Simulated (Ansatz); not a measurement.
**Property card for Te**

Computed with DFT r2SCAN, scalar-relativistic, plane waves, PAW (Ansatz 0.2.0).

Cutoff 500 eV; k points 12×12×6 on the computed 3-atom cell (Γ-centred); Gaussian smearing, width 0.02 eV; no spin polarisation.

The structure is relaxed at this level of theory with its symmetry kept.

```
Te
1.0
     4.61808    0.00000    0.00000
    -2.30904    3.99938    0.00000
     0.00000    0.00000    5.90537
Te
3
Direct
  0.25368 0.00000 0.33333
  0.00000 0.25368 0.66667
  0.74632 0.74632 0.00000
```

```json
{
  "Space group": "P3_121 (No. 152)",
  "Volume per atom": "36.36 Å³",
  "Formation energy from the elements' standard states (uncorrected)": "0.000 eV/atom",
  "Generalised Kohn–Sham band gap": "0.54 eV, indirect from (0.260, 0.370, -0.500) to H",
  "Löwdin character of the top 1 eV of the valence band": "Te 5p 94 %",
  "Löwdin character of the lowest 1 eV of the conduction band": "Te 5p 90 %, unprojected 5 %",
  "Electron masses at the edge by Cartesian direction of the standard setting (m_e; degenerate bands sorted by energy; no spin-orbit coupling)": "x: 0.12; y: 0.12; z: 0.089",
  "Hole masses at the edge by Cartesian direction of the standard setting (m_e; degenerate bands sorted by energy; no spin-orbit coupling)": "x: 0.90; y: 0.13; z: 0.18",
  "Bader charges (e)": "Te (3 in the cell) 0.00"
}
```

Spin-orbit coupling is left out, which matters for the bands of heavy elements.

Cost: 3 runs of about 7.8 core-minutes in all, on Arm Neoverse V1 (shared hosts).